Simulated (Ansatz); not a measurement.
# K2S: a single-point run

Aim: a sound single-point run of K2S. The structure is shown as the input types it.

Computed with Ansatz 0.2.0 (density functional or hybrid calculation with the settings of its input, plane waves (as first typed), unless a step's input says otherwise).

5 further runs of the same task are left out: 5 that didn't finish.

## (1) The structure to begin with

The structure is cubic, space group Fm-3m (No. 225). Conventional cell: a = 7.406 Å, b = 7.406 Å, c = 7.406 Å, α = 90.00°, β = 90.00°, γ = 90.00°. Around S (site symmetry m-3m) lie 8 K at 3.21 Å. Around K (site symmetry -43m) lie 4 S at 3.21 Å.

The input asks for a charge of -2 e on the cell.

As a file:

```xyz
3
Lattice="0.0000 3.7028 3.7028 3.7028 0.0000 3.7028 3.7028 3.7028 0.0000" Properties=species:S:1:pos:R:3 pbc="T T T"
S     0.0000    0.0000    0.0000
K     1.8514    1.8514    1.8514
K     5.5541    5.5541    5.5541
```

## (2) Running it

File input.yaml:

```yaml
crystal:
  lattice:
    - [0.0, 3.7027568497, 3.7027568497]
    - [3.7027568497, 0.0, 3.7027568497]
    - [3.7027568497, 3.7027568497, 0.0]
  atoms:
    - { symbol: S, position: [0.0, 0.0, 0.0] }
    - { symbol: K, position: [0.25, 0.25, 0.25] }
    - { symbol: K, position: [0.75, 0.75, 0.75] }
kpoints:
  mp_grid: { grid: [4, 4, 4] }
hamiltonian:
  xc: pbe
scf:
  occupations: { method: fixed }
  n_extra_bands: 4
  max_iter: 63
output:
  forces: true
  stress: true
  eigenvalues: true
total_charge: -2
```

Started as:

```bash
$ ansatz run input.yaml --threads 4 --pin off --max-ram 3686MiB --backend cpu --events-out ev --progress --plain --runs-dir out
```

**Question.** How will this run end, and is anything wrong with its input?

The run converged and reported no error. Convergence says nothing about whether the input makes sense.

Look at the input: total_charge is -2. The typed charge changes the electron count, so this is no longer the system that was meant.

Run again and compare: delete total_charge (the default then holds).
